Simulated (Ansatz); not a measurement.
## BiS: from a trial structure to a relaxed crystal

These are results of Ansatz, DFT PBE, scalar-relativistic, plane waves, PAW, not measurements. Cutoff 420 eV, Γ-centred k mesh, Gaussian smearing, no spin polarisation in the final step.

BiS was placed on the CrB structure type (Cmcm, No. 63), with Bi in place of Cr, S in place of B, at a guessed volume.

```yaml
crystal:
  lattice:
    - [2.50164, -6.60062, 0.00000]
    - [2.50164, 6.60062, 0.00000]
    - [0.00000, 0.00000, 4.96948]
  atoms:
    - { symbol: Bi, position: [0.85400, 0.14600, 0.75000] }
    - { symbol: Bi, position: [0.14600, 0.85400, 0.25000] }
    - { symbol: S, position: [0.55000, 0.45000, 0.75000] }
    - { symbol: S, position: [0.45000, 0.55000, 0.25000] }
```

Cell and atoms relax at zero pressure; the relaxation can't lower the symmetry of the start. After a coarse first stage the cell is made exact in the group found at 0.06 Å.

The zero of energy is the elements' standard structures at the same level; no fitted shifts are applied.

(1) Describe the relaxed structure.

(2) What are its volume, energy, density and gap?

Answers

(1) It keeps Cmcm (No. 63), but not the shape of the type it started on. Conventional cell: a = 4.126 Å, b = 9.994 Å, c = 5.135 Å. Bi has 1 S at 2.70 Å and 2 S at 3.09 Å (next Bi at 3.33 Å); S is coordinated by 2 S at 2.57 Å, 1 Bi at 2.70 Å and 2 Bi at 3.09 Å.

Space group Cmcm (No. 63). a = 4.126 Å, b = 9.994 Å, c = 5.135 Å, α = 90.00°, β = 90.00°, γ = 90.00°
| atom | site | symmetry | x | y | z |
| --- | --- | --- | --- | --- | --- |
| Bi | 4c | m2m | 0.5000 | 0.7260 | 0.7500 |
| S | 4c | m2m | 0.5000 | 0.9963 | 0.7500 |

(2) The volume per atom is 26.46 Å³, the density is 7.56 g/cm³ and the energy over the elements is 0.06 eV/atom. The gap on the 12×12×12 mesh is 0 eV (a metal).

The final run used a 12×12×12 mesh on its 4-atom cell and 0.10 eV smearing. The k mesh leaves about 4 meV/atom of noise in metals. Spin–orbit coupling is left out. A structure relaxed within its symmetry needn't be a true minimum.

Cost: 3 runs of about 17 core-minutes in all, on Intel Xeon Platinum 8259CL (Skylake/Cascade Lake) (shared hosts).